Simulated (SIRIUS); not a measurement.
Ta:

```
Ta
1.0
    -1.65128    1.65128    1.65128
     1.65128   -1.65128    1.65128
     1.65128    1.65128   -1.65128
Ta
1
Direct
  0.00000 0.00000 0.00000
```

| Item | Value |
| --- | --- |
| Program | SIRIUS 7.12.0 |
| Task | relaxation of cell and atoms |
| Functional | PBE |
| Potentials or basis | PseudoDojo 0.4.1 PBE standard (scalar relativistic) |
| Cutoff | 807 eV |
| Density cutoff | 3227 eV |
| k mesh | 9 × 9 × 9 |
| Occupations | fermi-dirac, width 0.05 eV |
| Spin | no spin polarisation |

At the start: pressure 3.2 GPa; volume 18.01 Å³/atom.

Q: Where does the relaxation end?

A: Over 3 steps the energy falls by 3.1 meV/atom and the volume is 18.33 Å³/atom (+1.8 %); space group Im-3m (No. 229, to 0.05 Å).

The path:
```csv
step,energy change (eV),largest force (eV/Å),pressure (GPa),volume (Å³)
1,0.0000,0.0000,3.18,18.01
2,-0.0031,0.0000,0.37,18.29
3,-0.0031,0.0000,0.00,18.33
```

Final structure:
```
Ta
1.0
    -1.66089    1.66089    1.66089
     1.66089   -1.66089    1.66089
     1.66089    1.66089   -1.66089
Ta
1
Direct
  0.00000 0.00000 0.00000
```
